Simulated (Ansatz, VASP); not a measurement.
One calculation of Fe, two programs

```
Fe
1.0
     2.45097    0.00000    0.00000
    -1.22549    2.12260    0.00000
     0.00000    0.00000    7.90090
Fe
4
Cartesian
  0.0000 0.0000 0.0000
  -1.2255 2.1226 3.9504
  0.0000 1.4151 1.9752
  1.2255 0.7075 5.9257
```

Alike in both runs: task single point; functional PBEsol; k mesh 17 × 17 × 5; occupations fermi-dirac, width 0.05 eV; collinear spin.

|  | VASP | Ansatz |
| --- | --- | --- |
| version | VASP 6.6.1 | Ansatz 0.2.0 |
| potentials or method | VASP PAW PBE potentials, release 64 (Fe) | plane waves (420 eV) with PAW, scalar-relativistic |
| plane-wave cutoff (eV) | 520 | 420 |
| valence electrons in the cell | 32 | 64 |

Ansatz gave:

- pressure (GPa): -10.7
- largest component of the traceless stress (GPa): 0.48
- net moment per atom (μB): 0.28
- size of the moment on the site where the two differ most (μB): 0.13

Question: What did VASP give for the same quantities?

Answer: Pressure (GPa): -10.8; largest component of the traceless stress (GPa): 0.59; net moment per atom (μB): 0.29; size of the moment on the site where the two differ most (μB): 0.16.

Site moments also hang on the region over which each program counts them. The two sets of potentials don't hold the same shells in valence. Ansatz warned: «pseudo_functional_mismatch».

Caveats: the PAW data sets were made with another functional, which shifts forces and pressure a little (VASP).
